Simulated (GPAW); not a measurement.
# Rh (Fm-3m) in GPAW: convergence with k mesh

Aim: find how far k mesh must go before the results for Rh settle, at PBE. This setting moves, with any that are tied to it; all else stays.

All numbers are computed with GPAW 26.7.0; they aren't measurements. Logs are shortened: lines on timing, memory, paths and dates and some standing lists are left out, and cuts for length are marked. The log counts tension as positive stress, the text compression.

**1. The structure**

The structure is cubic, space group Fm-3m (No. 225). Conventional cell: a = 3.796 Å, b = 3.796 Å, c = 3.796 Å, α = 90.00°, β = 90.00°, γ = 90.00°. Rh (site symmetry m-3m) has 12 Rh at 2.68 Å as nearest neighbours.

**2. With k mesh 3 × 3 × 3**

run.py

```python
from ase.dft.bandgap import bandgap
from ase.io import read, write
from ase.units import GPa
from gpaw import GPAW, PW

atoms = read('POSCAR')

calc = GPAW(mode=PW(600),
            xc='PBE',
            kpts={'size': (3, 3, 3), 'gamma': True},
            occupations={'name': 'fermi-dirac', 'width': 0.05},
            nbands=16,
            convergence={'density': 1e-05, 'energy': 1e-05},
            maxiter=100,
            txt='gpaw.txt')
atoms.calc = calc
energy = atoms.get_potential_energy()
forces = atoms.get_forces()
stress = atoms.get_stress()
calc.write('gs.gpw')
write('result.traj', atoms)
print(f'Energy: {energy:.6f} eV')
print('Forces (eV/A):')
print(forces.round(4))
print('Stress (GPa):', (stress / GPa).round(3))
print('Fermi level:', round(calc.get_fermi_level(), 4), 'eV')
print(f'Gap: {bandgap(calc)[0]:.4f} eV, direct: {bandgap(calc, direct=True)[0]:.4f} eV')
```

POSCAR

```
Rh
1.0
    0.0000000000      1.8978500000      1.8978500000
    1.8978500000      0.0000000000      1.8978500000
    1.8978500000      1.8978500000      0.0000000000
Rh
1
Direct
    0.0000000000      0.0000000000      0.0000000000
```

Potentials or basis: GPAW PAW data sets (gpaw-data 1.2.1), pw.

Command:

```sh
OMP_NUM_THREADS=1 python run.py
```

It took 2.7 s on 1 thread of AMD EPYC 7B13 (Zen 3), shared host; peak memory 0.13 GiB.

What came out:

```
Free energy            : -5.8892 eV
Pressure               : 34.3 GPa
Band gap on the k mesh : none (metal or under the smearing width)
```

**3. With k mesh 4 × 4 × 4**

Edit run.py of step 2 so:

```diff
@@ -9,3 +9,3 @@
             xc='PBE',
-            kpts={'size': (3, 3, 3), 'gamma': True},
+            kpts={'size': (4, 4, 4), 'gamma': True},
             occupations={'name': 'fermi-dirac', 'width': 0.05},
```

POSCAR is that of step 2.

Potentials or basis: GPAW PAW data sets (gpaw-data 1.2.1), pw.

Command:

```sh
OMP_NUM_THREADS=1 python run.py
```

Wall time 2.8 s (1 thread of AMD EPYC 7B13 (Zen 3), shared host); peak memory 0.13 GiB.

What came out:

* Free energy: -7.7461 eV
* Pressure: 2.3 GPa
* Band gap on the k mesh: none (metal or under the smearing width)

**4. With k mesh 5 × 5 × 5**

Edit run.py of step 3 so:

```diff
@@ -9,3 +9,3 @@
             xc='PBE',
-            kpts={'size': (4, 4, 4), 'gamma': True},
+            kpts={'size': (5, 5, 5), 'gamma': True},
             occupations={'name': 'fermi-dirac', 'width': 0.05},
```

POSCAR is that of step 3.

Command:

```sh
OMP_NUM_THREADS=1 python run.py
```

Run time: 3 s. Hardware: 1 thread of AMD EPYC 7B13 (Zen 3), shared host; peak memory 0.13 GiB.

What came out:

- Free energy: -7.1659 eV
- Pressure: 12.1 GPa
- Band gap on the k mesh: none (metal or under the smearing width)

**5. With k mesh 6 × 6 × 6**

Edit run.py of step 4 so:

```diff
@@ -9,3 +9,3 @@
             xc='PBE',
-            kpts={'size': (5, 5, 5), 'gamma': True},
+            kpts={'size': (6, 6, 6), 'gamma': True},
             occupations={'name': 'fermi-dirac', 'width': 0.05},
```

POSCAR is that of step 4.

Command:

```sh
OMP_NUM_THREADS=1 python run.py
```

Run time: 3.4 s. Hardware: 1 thread of AMD EPYC 7B13 (Zen 3), shared host; peak memory 0.13 GiB.

Results (log left out):

```yaml
Free_energy: -7.2269 eV
Pressure: 11.0 GPa
Band_gap_on_the_k_mesh: none (metal or under the smearing width)
```

**6. With k mesh 8 × 8 × 8**

Edit run.py of step 5 so:

```diff
@@ -9,3 +9,3 @@
             xc='PBE',
-            kpts={'size': (6, 6, 6), 'gamma': True},
+            kpts={'size': (8, 8, 8), 'gamma': True},
             occupations={'name': 'fermi-dirac', 'width': 0.05},
```

POSCAR is that of step 5.

Potentials or basis: GPAW PAW data sets (gpaw-data 1.2.1), pw.

Command:

```sh
OMP_NUM_THREADS=1 python run.py
```

Wall time 4.8 s (1 thread of AMD EPYC 7B13 (Zen 3), shared host); peak memory 0.13 GiB.

Results (log left out):

| Item | Value |
| --- | --- |
| Free energy | -7.2797 eV |
| Pressure | 10.3 GPa |
| Band gap on the k mesh | none (metal or under the smearing width) |

**7. With k mesh 9 × 9 × 9**

Edit run.py of step 6 so:

```diff
@@ -9,3 +9,3 @@
             xc='PBE',
-            kpts={'size': (8, 8, 8), 'gamma': True},
+            kpts={'size': (9, 9, 9), 'gamma': True},
             occupations={'name': 'fermi-dirac', 'width': 0.05},
```

POSCAR is that of step 6.

Command:

```sh
OMP_NUM_THREADS=1 python run.py
```

Run time: 5.1 s. Hardware: 1 thread of AMD EPYC 7B13 (Zen 3), shared host; peak memory 0.13 GiB.

It converged, with:

```yaml
Free_energy: -7.3007 eV
Pressure: 9.5 GPa
Band_gap_on_the_k_mesh: none (metal or under the smearing width)
```

**8. With k mesh 11 × 11 × 11**

Edit run.py of step 7 so:

```diff
@@ -9,3 +9,3 @@
             xc='PBE',
-            kpts={'size': (9, 9, 9), 'gamma': True},
+            kpts={'size': (11, 11, 11), 'gamma': True},
             occupations={'name': 'fermi-dirac', 'width': 0.05},
```

POSCAR is that of step 7.

Command:

```sh
OMP_NUM_THREADS=1 python run.py
```

Wall time 7.3 s (1 thread of AMD EPYC 7B13 (Zen 3), shared host); peak memory 0.14 GiB.

Results (log left out):

| Item | Value |
| --- | --- |
| Free energy | -7.3015 eV |
| Pressure | 9.8 GPa |
| Band gap on the k mesh | none (metal or under the smearing width) |

**9. With k mesh 13 × 13 × 13**

Edit run.py of step 8 so:

```diff
@@ -9,3 +9,3 @@
             xc='PBE',
-            kpts={'size': (11, 11, 11), 'gamma': True},
+            kpts={'size': (13, 13, 13), 'gamma': True},
             occupations={'name': 'fermi-dirac', 'width': 0.05},
```

POSCAR is that of step 8.

Potentials or basis: GPAW PAW data sets (gpaw-data 1.2.1), pw.

Command:

```sh
OMP_NUM_THREADS=1 python run.py
```

Wall time 9.2 s (1 thread of AMD EPYC 7B13 (Zen 3), shared host); peak memory 0.14 GiB.

Results (log left out):

- Free energy: -7.3111 eV
- Pressure: 9.5 GPa
- Band gap on the k mesh: none (metal or under the smearing width)

**10. With k mesh 16 × 16 × 16**

Edit run.py of step 9 so:

```diff
@@ -9,3 +9,3 @@
             xc='PBE',
-            kpts={'size': (13, 13, 13), 'gamma': True},
+            kpts={'size': (16, 16, 16), 'gamma': True},
             occupations={'name': 'fermi-dirac', 'width': 0.05},
```

POSCAR is that of step 9.

Potentials or basis: GPAW PAW data sets (gpaw-data 1.2.1), pw.

Command:

```sh
OMP_NUM_THREADS=1 python run.py
```

gpaw.txt:

```text
__  _  _
 | _ |_)|_||  |
 |__||  | ||/\| - 26.7.0

Input parameters:
  mode=PW(ecut=600.0),
  convergence={'density': 1e-05, 'energy': 1e-05},
  kpts=MonkhorstPack(size=(16, 16, 16), gamma=True),
  maxiter=100,
  nbands=16,
  occupations=Occupations(name='fermi-dirac', width=0.05),
  xc=XC(name='PBE')

Diagonalizing LCAO Hamiltonian
Converting LCAO to pw mode

       Rh

Atoms  # Å, Bohr magnetons
|   | symbol |        x |        y |        z |    initial magnetic moments |
|---|--------|----------|----------|----------|-----------------------------|
| 0 |     Rh | 0.000000 | 0.000000 | 0.000000 | ( 0.0000,  0.0000,  0.0000) |

Unit cell  # Å
| periodic |        x |        y |        z |  lengths |    angles |
|----------|----------|----------|----------|----------|-----------|
|      yes | 0.000000 | 1.897850 | 1.897850 | 2.683965 | 60.000000 |
|      yes | 1.897850 | 0.000000 | 1.897850 | 2.683965 | 60.000000 |
|      yes | 1.897850 | 1.897850 | 0.000000 | 2.683965 | 60.000000 |

Number of symmetries: 48
Symmetry operations  # r_c * U_cc + t_c -> r_c
|    | kind |            matrix            |
|----|------|------------------------------|
|  0 |  σ   |  1, 0, 0,  1, 0,-1,  1,-1, 0 |
|  1 |  C2  |  1, 0, 0,  1,-1, 0,  1, 0,-1 |
|  2 |  E   |  1, 0, 0,  0, 1, 0,  0, 0, 1 |
|  3 |  σ   |  1, 0, 0,  0, 0, 1,  0, 1, 0 |
|  4 |  C4  |  1, 0,-1,  1, 0, 0,  1,-1, 0 |
|  5 |  S6  |  1, 0,-1,  1,-1, 0,  1, 0, 0 |
|  6 |  σ   |  1, 0,-1,  0, 1,-1,  0, 0,-1 |
|  7 |  C3  |  1, 0,-1,  0, 0,-1,  0, 1,-1 |
|  8 |  S6  |  1,-1, 0,  1, 0, 0,  1, 0,-1 |
|  9 |  C4  |  1,-1, 0,  1, 0,-1,  1, 0, 0 |
| 10 |  C3  |  1,-1, 0,  0,-1, 1,  0,-1, 0 |
| 11 |  σ   |  1,-1, 0,  0,-1, 0,  0,-1, 1 |
| 12 |  σ   |  0, 1, 0,  1, 0, 0,  0, 0, 1 |
| 13 |  C4  |  0, 1, 0,  0, 1,-1, -1, 1, 0 |
| 14 |  C3  |  0, 1, 0,  0, 0, 1,  1, 0, 0 |
| 15 |  S6  |  0, 1, 0, -1, 1, 0,  0, 1,-1 |
| 16 |  C2  |  0, 1,-1,  1, 0,-1,  0, 0,-1 |
| 17 |  σ   |  0, 1,-1,  0, 1, 0, -1, 1, 0 |
| 18 |  S4  |  0, 1,-1,  0, 0,-1,  1, 0,-1 |
| 19 |  C4  |  0, 1,-1, -1, 1, 0,  0, 1, 0 |
| 20 |  C3  |  0, 0, 1,  1, 0, 0,  0, 1, 0 |
| 21 |  σ   |  0, 0, 1,  0, 1, 0,  1, 0, 0 |
| 22 |  S6  |  0, 0, 1,  0,-1, 1, -1, 0, 1 |
[... 101 lines left out ...]
  PPCG
  Converge bands: occupied
  niter=2

density mixing:
  MSR1-Mixer
  Pratt-step length: 0.05
  Maximum mixing coefficient: 0.75
  Old densities: 10
  SVD Regularization: 0.005
  Good broyden scale: 1.0
  Trust region scale: 1.0
  Backstep threshold: 4.0
  History deletion threshold: 6.0
  Fourier metric: weight=20.0, sigma=0.015

occupation numbers:
  Fermi-Dirac:
    width: 0.0500  # eV

poisson solver:
  ecut: 4800.0  # eV

xc functional:
  name: PBE with 2 nearest neighbor stencil

convergence criteria:
- Maximum integral of absolute [dens]ity change: 1e-05 electrons / valence electron
- Maximum [total energy] change in last 3 cyles: 1e-05 eV / valence electron
- Maximum integral of absolute [eigenst]ate change: 4e-08 eV^2 / valence electron
maximum number of iterations: 100

SCF iterations
|iter     | |      energy | eigst |  dens |
|---------|-|-------------|-------|-------|
|iter:   1| |   -7.899235 | +0.04 |       |
|iter:   2| |   -7.768607 | -2.76 | -1.11 |
|iter:   3| |   -7.308554 | -2.10 | -1.16 |
|iter:   4| |   -7.304582 | -3.56 | -2.28 |
|iter:   5| |   -7.303311 | -3.49 | -2.48 |
|iter:   6| |   -7.303295 | -6.30 | -3.55 |
|iter:   7| |   -7.303294c| -6.57 | -3.78 |
|iter:   8| |   -7.303294c| -7.53c| -4.99 |
|iter:   9| |   -7.303294c| -8.14c| -5.64c|

Converged in 9 steps
Energy contributions relative to reference atoms: (reference = -130134.647000)

Energy contributions:
  Kinetic:          -2.047131
  Coulomb:          -0.229073
  Zero:             -0.061761
  External:          0.000000
  Xc:               -4.959367
  Entropy:          -0.011922
  Spinorbit:         0.000000
  ----------------------------
  Free energy:      -7.309255
  Extrapolated:     -7.303294

dipole moment: (-11.472858, -11.472858, -11.472858)  # |e|*Ang

Fermi level: 11.927
Eigenvalues  # (at kpt = [0.000, 0.000, 0.000])
| band index |      eig [eV] | occ [0-2] |
|------------|---------------|-----------|
|          0 |       -34.445 |     2.000 |
|          1 |       -34.445 |     2.000 |
|          2 |       -34.445 |     2.000 |
|          3 |         3.952 |     2.000 |
|          4 |         8.842 |     2.000 |
|          5 |         8.842 |     2.000 |
[... 8 lines left out ...]
|         14 |        44.109 |     0.000 |
|         15 |        44.109 |     0.000 |

No gap
No difference between direct/indirect transitions

Forces  # eV/Ang
|        x |        y |        z |
|----------|----------|----------|
| -0.00000 | -0.00000 | -0.00000 |  # Rh   0

Stress tensor  # eV/Ang^3
|         x |         y |         z |
|-----------|-----------|-----------|
| -0.059533 | -0.000000 |  0.000000 |
| -0.000000 | -0.059533 |  0.000000 |
|  0.000000 |  0.000000 | -0.059533 |

# Writing to gs.gpw (mode='')
```

Wall time 15 s (1 thread of AMD EPYC 7B13 (Zen 3), shared host); peak memory 0.15 GiB.

Results:

```yaml
Free_energy: -7.3093 eV
Pressure: 9.5 GPa
Band_gap_on_the_k_mesh: none (metal or under the smearing width)
```

**11. The series at a glance**

```
      k mesh  energy less the tightest run, at zero smearing (meV/atom)  pressure (GPa)  SCF cycles  CPU time (s)  peak memory (GiB)
   3 × 3 × 3                                                    1448.45           34.32          12           2.7               0.13
   4 × 4 × 4                                                    -442.78            2.31           9           2.8               0.13
   5 × 5 × 5                                                     149.49           12.15           9             3               0.13
   6 × 6 × 6                                                      83.54           10.95           8           3.4               0.13
   8 × 8 × 8                                                      31.33           10.30           9           4.8               0.13
   9 × 9 × 9                                                       7.51            9.54           8           5.1               0.13
11 × 11 × 11                                                       8.58            9.82           9           7.3               0.14
13 × 13 × 13                                                      -1.81            9.53           8           9.2               0.14
16 × 16 × 16                                                       0.00            9.54           9            15               0.15
```

Against the tightest run, the pressure stays within 0.1 GPa from 13 × 13 × 13 on. Not settled before the last step: the energy (to 1 meV/atom). Meshes of other sizes hit other points, so gaps and Fermi surfaces needn't settle smoothly. The tightest run that finished is the yardstick and may itself not be fully converged.
